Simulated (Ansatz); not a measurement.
**Band table of Si2W**

```
Si W
1.0
    -1.60600    1.60600    3.90060
     1.60600   -1.60600    3.90060
     1.60600    1.60600   -3.90060
Si W
2 1
Direct
  0.33300 0.33300 0.00000
  0.66700 0.66700 0.00000
  0.00000 0.00000 0.00000
```

Atoms are numbered in the order listed.

The cell is COD entry 1010283, as deposited and not checked against the literature; nothing was relaxed. It differs from other determinations. The listed cell was then made from it by scaling, straining or moving an atom.

Spin–orbit coupling is left out, though it moves levels of the heavy atoms by tenths of an eV or more.

All numbers below come from Ansatz 0.2.0, DFT, PBE, all-electron LAPW, scalar-relativistic.

Settings: a Γ-centred 11×11×14 k mesh, Fermi–Dirac smearing of 0.05 eV, basis error target 1 meV/atom, no spin polarisation; this mesh doesn't keep the crystal's whole symmetry, which leaves small spurious terms.

Path points, in fractions of the reciprocal vectors: Γ (0.000, 0.000, 0.000), X (0.000, 0.000, 0.500), P (0.250, 0.250, 0.250), N (0.000, 0.500, 0.000), M (0.500, 0.500, -0.500), S (0.292, 0.708, -0.292), S0 (-0.292, 0.292, 0.292). Levels in eV from the Fermi level; bands 25 to 36, counted from the lowest band of the run. The gap is zero.

```
# k(1/Å) point b25 b26 b27 b28 b29 b30 b31 b32 b33 b34 b35 b36
0.000 Γ -14.15 -6.85 -3.71 -3.32 -2.93 -2.93 0.62 2.68 2.84 3.14 3.14 4.64
0.277 - -13.83 -6.57 -4.54 -3.68 -3.24 -2.11 -0.75 2.38 3.36 3.38 3.67 4.56
0.553 - -12.91 -5.94 -5.30 -5.01 -2.98 -2.72 -1.80 2.71 3.75 3.81 3.89 4.27
0.830 - -11.54 -6.14 -6.14 -5.64 -3.18 -2.52 -2.34 2.11 3.41 3.74 4.17 4.48
1.107 - -10.13 -6.85 -6.64 -5.64 -3.72 -2.97 -1.99 1.91 3.07 3.27 3.98 4.33
1.383 X -9.56 -7.10 -6.09 -5.56 -5.10 -3.26 -1.71 2.76 2.97 3.13 3.90 4.36
1.464 - -9.55 -7.08 -6.13 -5.85 -4.76 -3.21 -1.75 2.27 2.97 3.38 3.91 4.35
1.544 - -9.52 -7.03 -6.23 -6.22 -4.23 -3.08 -1.84 1.54 2.97 3.55 3.94 4.31
1.625 - -9.48 -6.94 -6.52 -6.37 -3.70 -2.88 -1.99 0.83 2.97 3.61 3.98 4.25
1.705 - -9.45 -6.82 -6.71 -6.52 -3.26 -2.65 -2.18 0.27 2.97 3.64 4.04 4.19
1.786 P -9.44 -6.78 -6.68 -6.68 -3.08 -2.41 -2.41 0.05 2.97 3.65 4.11 4.11
1.982 - -9.48 -7.90 -6.57 -5.40 -2.94 -2.91 -2.34 0.28 2.57 3.35 3.89 5.25
2.177 - -9.60 -8.86 -6.25 -4.11 -3.91 -2.45 -2.21 0.28 2.61 3.47 3.66 6.48
2.373 - -9.75 -9.57 -5.73 -4.88 -3.13 -2.32 -1.67 0.56 2.75 3.84 4.01 5.97
2.568 - -10.02 -9.87 -5.50 -5.16 -2.84 -2.59 -0.89 1.71 2.74 4.43 4.46 4.64
2.764 N -10.17 -9.92 -5.72 -4.86 -2.82 -2.79 -0.48 2.69 2.70 4.04 4.46 5.05
2.976 - -11.37 -8.70 -5.66 -4.72 -2.70 -2.64 -0.86 2.17 3.18 3.22 4.61 5.36
3.187 - -12.52 -7.56 -5.59 -4.16 -2.51 -2.28 -1.41 1.43 2.39 4.02 4.64 5.60
3.399 - -13.40 -6.94 -5.17 -3.54 -2.49 -2.46 -1.02 1.39 2.16 4.39 4.48 5.14
3.610 - -13.96 -6.84 -4.30 -3.33 -2.81 -2.69 -0.05 2.20 2.56 3.39 3.88 4.84
3.822 Γ -14.15 -6.85 -3.71 -3.32 -2.93 -2.93 0.62 2.68 2.84 3.14 3.14 4.64
3.983 - -14.04 -7.31 -3.38 -3.31 -2.84 -2.84 0.63 2.06 2.79 2.80 3.05 5.36
4.144 - -13.70 -8.25 -3.53 -2.65 -2.56 -2.56 0.68 1.49 2.02 2.02 3.66 6.22
4.305 - -13.15 -9.31 -3.69 -2.45 -2.11 -2.11 0.74 1.10 1.10 1.89 4.55 6.55
4.466 - -12.45 -10.33 -3.82 -2.60 -1.51 -1.51 0.17 0.18 0.78 3.14 5.52 6.14
4.627 M -11.91 -10.99 -3.86 -2.69 -0.92 -0.92 -0.52 -0.52 0.80 4.52 4.98 6.06
4.790 - -11.83 -10.86 -4.06 -2.96 -1.13 -0.72 -0.71 -0.48 0.97 4.73 5.24 5.93
4.952 - -11.62 -10.50 -4.97 -3.03 -1.58 -1.18 -0.38 -0.25 1.37 4.60 5.24 5.80
5.115 - -11.26 -9.92 -6.28 -2.86 -2.06 -1.71 -0.27 0.38 1.91 3.37 5.77 5.90
5.277 - -10.76 -9.26 -7.53 -2.81 -2.46 -2.16 -0.23 1.15 2.56 2.60 4.92 5.46
5.439 S -10.13 -9.40 -7.77 -3.08 -2.69 -2.48 -0.37 1.77 2.54 3.43 4.37 4.52
5.614 - -10.05 -9.73 -7.11 -3.54 -2.75 -2.71 -0.46 2.28 2.87 3.14 4.27 5.18
5.788 - -10.15 -9.90 -6.05 -4.53 -2.81 -2.79 -0.48 2.67 2.75 3.83 4.26 5.32
5.962 - -10.15 -9.90 -6.05 -4.53 -2.81 -2.79 -0.48 2.67 2.75 3.83 4.26 5.32
6.136 - -10.05 -9.73 -7.11 -3.54 -2.75 -2.71 -0.46 2.28 2.87 3.14 4.27 5.18
6.310 S0 -10.13 -9.40 -7.77 -3.08 -2.69 -2.48 -0.37 1.77 2.54 3.43 4.37 4.52
6.539 - -10.89 -9.02 -6.46 -3.94 -2.69 -2.68 -0.95 2.23 3.03 3.30 4.33 4.88
6.768 - -12.25 -7.66 -5.46 -4.45 -2.66 -2.25 -1.71 1.85 2.48 3.44 4.78 6.50
6.997 - -13.28 -6.13 -6.09 -3.59 -2.60 -2.36 -1.40 1.48 2.19 4.15 4.94 5.27
7.226 - -13.93 -6.65 -4.61 -3.30 -2.79 -2.69 -0.23 2.32 2.41 3.52 4.27 4.58
7.454 Γ -14.15 -6.85 -3.71 -3.32 -2.93 -2.93 0.62 2.68 2.84 3.14 3.14 4.64
```
